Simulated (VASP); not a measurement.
Here is a VASP 6.6.1 calculation.

The input INCAR:

```
ALGO = Normal
DIPOL = 0.5 0.5 0.500
EDIFF = 1E-7
ENCUT = 520
GGA = PS
ICORELEVEL = 1
IDIPOL = 3
ISIF = 2
ISMEAR = 1
KPAR = 4
LASPH = True
LCHARG = False
LDIPOL = True
LREAL = False
LVACPOTAV = True
LVHAR = True
LWAVE = False
NELM = 80
PREC = Accurate
SIGMA = 0.1
```

File KPOINTS:

```
k-points
0
Gamma
  12 12 1
```

File POSCAR:

```
Mo                                      
1.0
    3.1306580000      0.0000000000      0.0000000000
    0.0000000000      3.1306580000      0.0000000000
    0.0000000000      0.0000000000     27.5226320000
  Mo            
     9
Direct
     0.5000000000000000    0.5000000000000000    0.2782286508696507
     0.0000000000000000    0.0000000000000000    0.3280857765942555
     0.5000000000000000    0.5000000000000000    0.3865713088539988
     0.0000000000000000    0.0000000000000000    0.4432945179990633
     0.5000000000000000    0.5000000000000000    0.5000000000000000
     0.0000000000000000    0.0000000000000000    0.5567054820009365
     0.5000000000000000    0.5000000000000000    0.6134286911460012
     0.0000000000000000    0.0000000000000000    0.6719142234057447
     0.5000000000000000    0.5000000000000000    0.7217713491303493
```

Potentials or basis: VASP PAW PBE potentials, release 64 (Mo_sv).

The run is started by

```console
$ cat potpaw_PBE.64/Mo_sv/POTCAR > POTCAR
$ mpirun -np 4 vasp_std > vasp.out
```

**Question.** Estimate the work function of the lower face.

**Answer.** 4.02 eV.

**Question.** Estimate the work function of the upper face.

**Answer.** 4.02 eV.

**Question.** What does it give for the band gap on the k mesh?

**Answer.** None (metal or under the smearing width).

**Question.** Predict the largest force.

**Answer.** 0.006 eV/Å.

Forces on the atoms (eV/Å):
```
Mo   0.000  0.000  0.006
Mo   0.000  0.000 -0.006
Mo   0.000  0.000 -0.003
Mo   0.000  0.000 -0.005
Mo   0.000  0.000  0.000
Mo   0.000  0.000  0.005
Mo   0.000  0.000  0.003
Mo   0.000  0.000  0.006
Mo   0.000  0.000 -0.006
```

Caveat: the PAW data sets were made with another functional, which shifts forces and pressure a little.
